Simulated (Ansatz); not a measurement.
CaHg2Ge2: settings compared (Ansatz)

Input:

```yaml
crystal:
  lattice:
    - [2.154353, 3.731448, 0.0]
    - [-2.154353, 3.731448, 0.0]
    - [0.0, 0.0, 7.294282]
  atoms:
    - { symbol: Hg, position: [0.3333, 0.3334, 0.6318] }
    - { symbol: Hg, position: [0.6667, 0.6666, 0.3682] }
    - { symbol: Ge, position: [0.3333, 0.3334, 0.2606] }
    - { symbol: Ge, position: [0.6667, 0.6666, 0.7394] }
    - { symbol: Ca, position: [0.0, 0.0, 0.0] }
  symmetry: { tolerance: 0.0003 }
kpoints:
  mp_grid: { grid: [5, 5, 3], shift: [0, 0, 0] }
magnetization:
  spin_polarized: false
scf:
  occupations: { method: fermi_dirac, width: 0.1145 }
hamiltonian:
  pseudopotentials: { kind: paw }
  xc: r2scan
basis:
  ecutwfc: 500
output:
  forces: true
  stress: true
  eigenvalues: true
  write_density: true
  write_potential: true
  elf: true
  volumetric_format: npy
```

Launch command:

```bash
ansatz run input.yaml --threads 1 --pin off --max-ram 2560MiB --backend cpu --events-out ev --progress --plain --runs-dir out
```

Origin of the cell: a known structure type with other elements, at an estimated volume, so it need not be a known compound.

Output of this run (shortened):

```
Warning: the atoms were moved onto the symmetric positions of the space group found under crystal.symmetry.tolerance 3.0e-4 (fractional; no operation is sought that the atoms, as they stand i […]
Pseudopotentials: kind: paw
Pseudopotential: Hg, paw, valence charge 20, recommended cutoff 500 eV (meta_gga), Hg.paw.azcp
Pseudopotential: Ge, paw, valence charge 14, recommended cutoff 500 eV (meta_gga), Ge.paw.azcp
Pseudopotential: Ca, paw, valence charge 10, recommended cutoff 500 eV (meta_gga), Ca.paw.azcp
Functional definition: r2SCAN
  exchange = r2scan_x(k0 = k0, k1 = k1, a1 = a1)
  correlation = r2scan_c
Crystal: 5 atoms, lattice volume = 117.275 Å³
Basis set: ecut = 500 eV, 2973 PW (Γ), exchange–correlation on 128×128×216 points (64 copies of the dense FFT grid, shifted against one another)
Bands: 47, of which v1, the nominal top of the filled ones, is band 39 counted from 1 (38 counted from 0)
[… 12 lines left out …]
Initial density: superposition of atomic densities (neutral atoms: chi_scale 0, normalization atom), corrected by the library's trained network
Functional: x = r2scan, c = r2scan; τ floored in thin density (d = 2e-4 eV/Å³)
SCF iter   1: F=—  HF=-38083.423161 eV  Δρ=7.62e-3  dr2=9.21e-2  dr2_τ=2.63e-2  defer=3
SCF iter   2: F=—  HF=-38083.470488 eV  Δρ=4.52e-3  dr2=1.83e-2  dr2_τ=3.21e-3  defer=10
SCF iter   3: F=—  HF=-38083.459372 eV  Δρ=1.39e-3  dr2=3.58e-3  dr2_τ=5.43e-5  defer=10
SCF iter   4: F=—  HF=-38083.458329 eV  Δρ=4.73e-4  dr2=4.58e-4  dr2_τ=2.59e-5  defer=10
SCF iter   5: F=—  HF=-38083.458301 eV  Δρ=1.20e-4  dr2=2.43e-5  dr2_τ=1.83e-6  defer=10
SCF iter   6: F=—  HF=-38083.458311 eV  Δρ=3.38e-5  dr2=1.41e-6  dr2_τ=1.94e-7  defer=10
SCF iter   7: F=—  HF=-38083.458312 eV  Δρ=8.87e-6  dr2=1.51e-7  dr2_τ=6.21e-9  defer=10
SCF iter   8: F=-38083.458312 eV  HF=-38083.458312 eV  Δρ=2.98e-6  dr2=2.09e-8  dr2_τ=2.07e-9
SCF 1 converged in 8 iterations: F = -38083.458312 eV  dr2 = 2.09e-8
SCF converged after 8 iterations
Free energy (F): -38083.458312 eV
Harris-Foulkes:  -38083.458312 eV  (|F-HF|=1.32e-8)
Internal energy: -38083.350466 eV  (E = F + TS)
E sigma→0 (E₀):  -38083.404389 eV
Entropy (-TS):   -0.107846 eV (-21.569 meV/atom)
Fermi energy:    11.241054 eV
--- Per-component energies (eV) ---
  E_band       = -1333.137666
  E_kinetic    = 1709.281056
  E_local      = -12214.676334  (includes V_loc(G=0)·N_el)
  E_nonlocal   = 1044.428273
  E_hartree    = 5302.385699
  E_xc         = -694.104861
  E_vxc        = -914.026433  (∫ρ·V_xc dr)
  E_paw        = -24868.922275  (= ΣΔE_a)
  E_vpaw       = -1623.003303  (= ΣTr[D̂ρ^β])
  E_aug_tail   = 0.000781  (compensation charges beyond the density's cutoff)
  E_vtau       = 60.082004  (kinetic-family band-sum trace: ∫τ·v_τ [+ j·A + Jᵃ·Aᵃ] dr)
  E_ewald      = -8359.052753
  E_core_change = -2.690052  (= ΣΔE_core)
  E_smearing   = -0.107846  (= −TS)
  Σ components = -38083.458312   (vs F -38083.458312, Δ=0.00e0)
--- Forces (eV/Å), atoms counted from 1 ---
  atom   1  Hg     0.000000    -0.000000     0.414222
  atom   2  Hg    -0.000000     0.000000    -0.414222
  atom   3  Ge     0.000000     0.000000    -0.780675
  atom   4  Ge    -0.000000    -0.000000     0.780675
  atom   5  Ca     0.000000    -0.000000     0.000000
  max |Σ_I F_I| component: 2.22e-16 eV/Å
--- Stress (GPa, compression-positive) ---
        4.514166       0.000000      -0.000000
        0.000000       4.514166       0.000000
       -0.000000      -0.000000       3.299359
  P = ⅓ Tr σ = 4.1092 GPa (41.092 kbar)
```

The same input was run again with these changes:

1. `hamiltonian.xc` r2scan → revpbe
2. `scf.occupations.method` fermi_dirac → methfessel_paxton; `scf.occupations.width` 0.1145 → 0.025; `scf.mixing.algorithm` default → msr1; `scf.mixing.beta` default → 0.1; `scf.mixing.ndim` default → 4
3. `basis.ecutwfc` 500 → "25.7 Ry"

```tsv
run	end	SCF iterations	P (GPa)	max force component (eV/Å)	moment (μB)	ΔE(σ→0) (meV/atom)
base	converged	8	4.11	0.781	–	0
1	converged	7	7.62	1.015	–	–
2	converged	19	4.03	0.783	–	3.20
3	converged	8	4.14	0.784	–	10.00
```

Energies are compared only where functional, datasets, charge and starting cell are the same.

Not properties of the system: run 3 (too coarse or loose: `basis.ecutwfc` = "25.7 Ry").

Caveats of the base run: no spin-orbit coupling, though heavy elements are present; the k mesh is coarse if the cell is a metal.

Run 1: forces of this functional can be a tenth off on datasets made under PBE.
Run 3: the cutoff lies below the datasets' advice.

The base run ran for 6.4 s on 1 thread of Intel(R) Xeon(R) 6975P-C (Granite Rapids), with other jobs on the host, peak memory 0.67 GiB, from the program's own first density.
